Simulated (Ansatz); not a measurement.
InSe:

```
CELL_PARAMETERS angstrom
4.05000 0.00000 0.00000
-2.02500 3.50740 0.00000
0.00000 0.00000 16.93000
ATOMIC_POSITIONS crystal
In 0.66667 0.33333 0.84300
In 0.33333 0.66667 0.34300
In 0.66667 0.33333 0.65700
In 0.33333 0.66667 0.15700
Se 0.66667 0.33333 0.39800
Se 0.33333 0.66667 0.89800
Se 0.66667 0.33333 0.10200
Se 0.33333 0.66667 0.60200
```

| Property | Result |
| --- | --- |
| Program | Ansatz 0.2.0 |
| Task | single point |
| Functional | PBEsol |
| Potentials or basis | Ansatz PAW |
| Cutoff | 420 eV (not typed: the program's choice for these potentials) |
| k mesh | 8 × 8 × 2 |
| Occupations | fermi-dirac, width 0.05 eV |
| Spin | no spin polarisation |

On this cell: pressure 5.0 GPa; largest force 2.736 eV/Å; band gap on the k mesh none (metal or under the smearing width).

The same run follows on a disturbed copy (atoms moved at random, drawn with an rms of 0.05 Å):

```
In Se
1.0
     4.05000    0.00000    0.00000
    -2.02500    3.50740    0.00000
     0.00000    0.00000   16.93000
In Se
4 4
Direct
  0.65818 0.31784 0.84205
  0.30705 0.64655 0.34330
  0.66958 0.33814 0.66045
  0.32976 0.66256 0.15715
  0.66822 0.33429 0.39558
  0.34286 0.65814 0.89473
  0.65615 0.33118 0.10220
  0.32583 0.66609 0.60270
```

Problem. What does the disturbed cell give?

Solution. The energy (extrapolated to zero smearing) moves by +13.8 meV/atom; pressure 5.5 GPa; largest force 3.233 eV/Å; band gap on the k mesh none (metal or under the smearing width).

Forces in eV/Å, atoms in the order of the input:
```
In   0.555  0.232 -2.815
In   0.878  0.781 -3.012
In  -0.271 -0.194  2.431
In  -0.316  0.071  2.762
Se  -0.869 -0.762  2.081
Se  -0.585 -0.193  2.003
Se   0.310 -0.091 -1.830
Se   0.299  0.156 -1.621
```

Stress tensor (GPa, compression positive):
```
 8.60  0.12 -1.27
 0.12  7.44 -0.50
-1.27 -0.50  0.42
```

Caveats: the PAW data sets come from PBE, with cores solved anew for the run's functional, which leaves a small shift of forces and pressure; this functional lacks dispersion, which binds the layers, so the pressure and a relaxed spacing across them are unreliable (some runs); forces of over 1 eV/Å show positions far from the minimum, so gaps and moduli don't describe the material at rest (some runs).
